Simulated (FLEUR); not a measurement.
## Co under changes of volume

One of the cells (10.640 Å³/atom); the others are scaled copies at fixed shape and fractional positions:

```
Co
1.0
     2.47200    0.00000    0.00000
    -1.23600    2.14081    0.00000
     0.00000    0.00000    4.02114
Co
2
Cartesian
  1.2360 0.7136 3.0159
  0.0000 1.4272 1.0053
```

- Program: FLEUR MaX-R8.1 (later development tree)
- Functional: AM05
- Potentials or basis: all-electron
- Basis: FLAPW
- Kmax: 4.69 1/bohr
- k mesh: 12 × 12 × 7
- Occupations: fermi-dirac, width 0.05 eV
- Spin: collinear spin, ferromagnetic start
- Starting moments: [2.0, 2.0] μB

| volume (Å³/atom) | energy over the lowest point (meV/atom) | moment (μB per cell) |
| --- | --- | --- |
| 10.002 | 6.36 | 3.04 |
| 10.215 | 0.00 | 3.10 |
| 10.640 | ? | ? |
| 11.066 | 34.30 | 3.29 |
| 11.279 | 55.06 | 3.32 |

Problem. What does the run at 10.640 Å³/atom give?

Solution. Energy over the lowest point 6.29 meV/atom; moment 3.21 μB per cell.

Worked out: A Birch-Murnaghan fit of order 2 (a polynomial in V^(-2/3)) to the other rows has its minimum at 10.31 Å³/atom with B0 = V·E''(V) = 229 GPa at fixed shape and positions, which overstates the stiffness. It gives 6.38 meV/atom at 10.640 Å³/atom, against the run's 6.29. A straight line through the other rows of the moment, of slope 0.22 μB per Å³/atom, gives 3.19 μB, against the run's 3.21.

Energies are extrapolated to zero smearing.
